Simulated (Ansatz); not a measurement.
# CdRe3: the cost of one run

Computed with Ansatz 0.2.0 (DFT PBE, scalar-relativistic, plane waves, PAW, unless a step's input says otherwise).

### 1 The structure to begin with

Symmetry: Pm-3n, No. 223, cubic system. Conventional cell: a = 5.177 Å, b = 5.177 Å, c = 5.177 Å, α = 90.00°, β = 90.00°, γ = 90.00°. Cd (site symmetry m-3) has 12 Re at 2.89 Å as nearest neighbours. Re (site symmetry -4m2) is surrounded by 2 Re at 2.59 Å and 4 Cd at 2.89 Å.

Coordinates:

```
CELL_PARAMETERS angstrom
5.17679 0.00000 0.00000
0.00000 5.17679 0.00000
0.00000 0.00000 5.17679
ATOMIC_POSITIONS crystal
Cd 0.00000 0.00000 0.00000
Cd 0.50000 0.50000 0.50000
Re 0.00000 0.50000 0.25000
Re 0.00000 0.50000 0.75000
Re 0.25000 0.00000 0.50000
Re 0.75000 0.00000 0.50000
Re 0.50000 0.75000 0.00000
Re 0.50000 0.25000 0.00000
```

This is candidate A: A15 type (Pm-3n, No. 223).

(A quick probe on a coarse mesh, which set the mesh and smearing, is not shown.)

### 3 Rough relaxation on the coarse mesh (candidate A)

File input.yaml:

```yaml
crystal:
  lattice:
    - [5.1767857798, 0.0, 0.0]
    - [0.0, 5.1767857798, 0.0]
    - [0.0, 0.0, 5.1767857798]
  atoms:
    - { symbol: Cd, position: [0.0, 0.0, 0.0] }
    - { symbol: Cd, position: [0.5, 0.5, 0.5] }
    - { symbol: Re, position: [0.0, 0.5, 0.25] }
    - { symbol: Re, position: [0.0, 0.5, 0.75] }
    - { symbol: Re, position: [0.25, 0.0, 0.5] }
    - { symbol: Re, position: [0.75, 0.0, 0.5] }
    - { symbol: Re, position: [0.5, 0.75, 0.0] }
    - { symbol: Re, position: [0.5, 0.25, 0.0] }
basis:
  ecutwfc: 420
kpoints:
  mp_grid: { grid: [4, 4, 4] }
hamiltonian:
  xc: pbe
scf:
  occupations: { method: gaussian, width: 0.1 }
  lower_state_search: "off"
output:
  forces: true
  stress: true
  eigenvalues: true
relax:
  adjacent_minimum: "off"
  f_tol: 0.04
  max_steps: 70
  cell: { stress_tol: 0.4 }
```

The run is started by

```
ansatz run input.yaml --threads 1 --pin off --max-ram 2560MiB --backend cpu --events-out ev --progress --plain --runs-dir out
```

Q: Estimate wall time and peak memory on 1 thread of Intel Xeon 6975P-C (Granite Rapids), shared host.

About 18 s, with a peak of 0.49 GiB.
